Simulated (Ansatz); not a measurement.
Mg2Si in the antifluorite structure, relaxed with r2SCAN. It is cubic, Fm-3m (No. 225); conventional cell a = 6.338 Å, 21.22 Å³ an atom. Si has 8 Mg at 2.74 Å; Mg has 4 Si at 2.74 Å.

```cif
data_structure
_symmetry_space_group_name_H-M 'Fm-3m'
_symmetry_Int_Tables_number 225
_cell_length_a 6.3379
_cell_length_b 6.3379
_cell_length_c 6.3379
_cell_angle_alpha 90.000
_cell_angle_beta 90.000
_cell_angle_gamma 90.000
_cell_volume 254.59
loop_
_atom_site_label
_atom_site_type_symbol
_atom_site_symmetry_multiplicity
_atom_site_Wyckoff_symbol
_atom_site_fract_x
_atom_site_fract_y
_atom_site_fract_z
_atom_site_occupancy
Si1 Si 4 a 0.00000 0.00000 0.00000 1
Mg1 Mg 8 c 0.25000 0.75000 0.75000 1
```

The questions ask for values computed with Ansatz 0.2.0 on this geometry. Spin-unpolarised throughout; all numbers are computed.

Given (8×8×8 mesh): The r2SCAN gap is indirect, 0.45 eV (Γ to X), below the direct gap of 2.48 eV at X.

**Question.** Estimate the gap with PBE on 8×8×8.

**Answer.** With PBE the valence top lies at Γ and the conduction bottom at X, 0.20 eV higher; the smallest vertical gap, at Γ, is 1.91 eV. The gap differs by -0.25 eV from r2SCAN's.

**Question.** How does the gap change from r2SCAN to HSE06 (6×6×6)?

**Answer.** With HSE06 the valence top lies at Γ and the conduction bottom at X, 0.56 eV higher; the smallest vertical gap, at Γ, is 2.54 eV. The gap differs by +0.11 eV from r2SCAN's.

**Question.** How does the gap change from r2SCAN to PBE0 (6×6×6)?

**Answer.** With PBE0 the valence top lies at Γ and the conduction bottom at X, 1.17 eV higher; the smallest vertical gap, at Γ, is 3.16 eV. The gap differs by +0.72 eV from r2SCAN's.

**Question.** Roughly how does the cost of the HSE06 run (6×6×6) compare with r2SCAN's (8×8×8)?

**Answer.** About 16 times as much (100 core-seconds against 7 core-seconds, on 2 threads of Arm Neoverse V1 (shared host)).

**Question.** How strongly does the crystal screen a field with clamped ions (r2SCAN)?

**Answer.** The clamped-ion dielectric constant comes out as 12.77 in all directions. Born charges, averaged over directions: Si -3.60, Mg +1.80 e.

The meshes of the hybrids are coarse, so their gaps aren't converged to the digits shown.
